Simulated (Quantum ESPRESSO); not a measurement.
TiSi2 under changes of volume

One of the cells (14.162 Å³/atom); the others are scaled copies at fixed shape and fractional positions:

```
Ti Si
1.0
    -1.47287    1.71213    4.21208
     1.47287   -1.71213    4.21208
     1.47287    1.71213   -4.21208
Ti Si
1 2
Direct
  0.00000 0.00000 0.00000
  0.67008 0.67008 0.00000
  0.32992 0.32992 0.00000
```

The cell comes from a database or a generator and needn't be the stable form of this composition.

- Program: Quantum ESPRESSO 7.5
- Functional: PBE
- Potentials or basis: SSSP 1.3 efficiency PBE
- Cutoff: 748 eV
- Density cutoff: 5987 eV
- k mesh: 12 × 12 × 12
- Occupations: fermi-dirac, width 0.05 eV
- Spin: no spin polarisation

```csv
volume (Å³/atom),energy over the lowest point (meV/atom),pressure (GPa),largest force (eV/Å)
13.313,26.22,10.2,0.035
13.596,11.57,6.5,0.018
13.879,3.03,3.2,0.002
14.162,0.00,0.3,0.013
14.446,1.91,-2.4,0.029
14.729,?,?,?
15.012,18.61,-6.9,0.058
```

**Question.** What does the run at 14.729 Å³/atom give?

**Answer.** Energy over the lowest point 8.26 meV/atom; pressure -4.7 GPa; largest force 0.044 eV/Å.

Worked out: A Birch-Murnaghan fit of order 3 (a polynomial in V^(-2/3)) to the other rows has its minimum at 14.19 Å³/atom with B0 = V·E''(V) = 139 GPa and B' = 4.3 at fixed shape and positions, which overstates the stiffness. It gives 8.27 meV/atom at 14.729 Å³/atom, against the run's 8.26, and -dE/dV = -4.8 GPa, against -4.7.

Energies are extrapolated to zero smearing.
